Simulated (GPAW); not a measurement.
Input of a GPAW 26.7.0 run:

run.py

```python
from ase import Atoms
from ase.eos import EquationOfState
from ase.io import Trajectory
from ase.units import GPa
from gpaw import GPAW, PW

atoms = Atoms(['Ca', 'F', 'F'],
              cell=[[0.0, 2.731, 2.731],
                    [2.731, 0.0, 2.731],
                    [2.731, 2.731, 0.0]],
              scaled_positions=[[0.0, 0.0, 0.0],
                                [0.75, 0.75, 0.75],
                                [0.25, 0.25, 0.25]],
              pbc=True)

traj = Trajectory('eos.traj', 'w')
volumes, energies = [], []
for x in [0.94, 0.96, 0.98, 1.0, 1.02, 1.04, 1.06]:
    a = atoms.copy()
    a.set_cell(atoms.cell * x**(1 / 3), scale_atoms=True)
    calc = GPAW(mode=PW(800),
                xc='PBE',
                kpts={'size': (7, 7, 7), 'gamma': True},
                occupations={'name': 'fermi-dirac', 'width': 0.05},
                nbands=22,
                convergence={'density': 1e-05, 'energy': 1e-05},
                maxiter=150,
                txt=f'eos-{x:.2f}.txt')
    a.calc = calc
    energies.append(a.get_potential_energy(force_consistent=True))
    volumes.append(a.get_volume())
    p = -a.get_stress()[:3].mean() / GPa
    calc.write(f'eos-{x:.2f}.gpw')
    traj.write(a)
    print(f'{x:.2f} {volumes[-1]:10.4f} A^3 {energies[-1]:14.6f} eV {p:9.3f} GPa', flush=True)

v0, e0, B = EquationOfState(volumes, energies, eos='birchmurnaghan').fit()
print(f'V0 = {v0:.4f} A^3, E0 = {e0:.6f} eV, B0 = {B / GPa:.2f} GPa')
```

Potentials or basis: GPAW PAW data sets (gpaw-data 1.2.1), pw.

Launch:

```console
$ OMP_NUM_THREADS=1 python run.py
```

Problem. Predict the bulk modulus.

Solution. 77 GPa.

Problem. Estimate the pressure derivative of the bulk modulus.

Solution. 4.2 (rough: it moves with the points fitted).

Energy against volume, from the lowest point:
```
volume (Å³/atom)  energy (meV/atom)
          12.764              31.74
          13.036              18.60
          13.308               9.47
          13.579               3.55
          13.851               0.44
          14.122               0.00
          14.394               2.31
```

PBE usually gives volumes a little too large and moduli too small. Zero-point motion and thermal expansion aren't in these numbers.
